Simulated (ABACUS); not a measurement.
Runs of ABACUS 3.10.1 on Ge. Symmetry: I4/mmm, No. 139, tetragonal system. The conventional cell has a = 3.217 Å, b = 3.217 Å, c = 3.746 Å, α = 90.00°, β = 90.00°, γ = 90.00°. Ge (site symmetry 4/mmm) is surrounded by 12 Ge at 2.95 to 3.22 Å. The cell was built by a generator and needn't be a form met in nature.

| level | gap on the mesh (eV) | pressure (GPa) |
| --- | --- | --- |
| r2SCAN | none | -2.8 |
| revPBE | none | (b) |
| PBEsol | none | -3.1 |
| LDA | none | (a) |
| SOGGA | none | -4.2 |

Alike in all rows: task single point; potentials or basis SG15 ONCV 1.2 PBE, plane waves; no spin polarisation; cell as given; k mesh 12 × 12 × 12; cutoff (eV) 1075; smearing fermi-dirac 0.05 eV.

Problem. Fill in the values left out.

Solution. (a) -6.6; (b) 3.0.

Caveats: the potentials were made for another functional, which shifts forces and pressure.

A k mesh can miss the band edges, and the runs leave out spin-orbit coupling on Ge.

A gap of «none» marks a metal or a gap under the smearing width.

Runs at the PBE level aren't shown here.
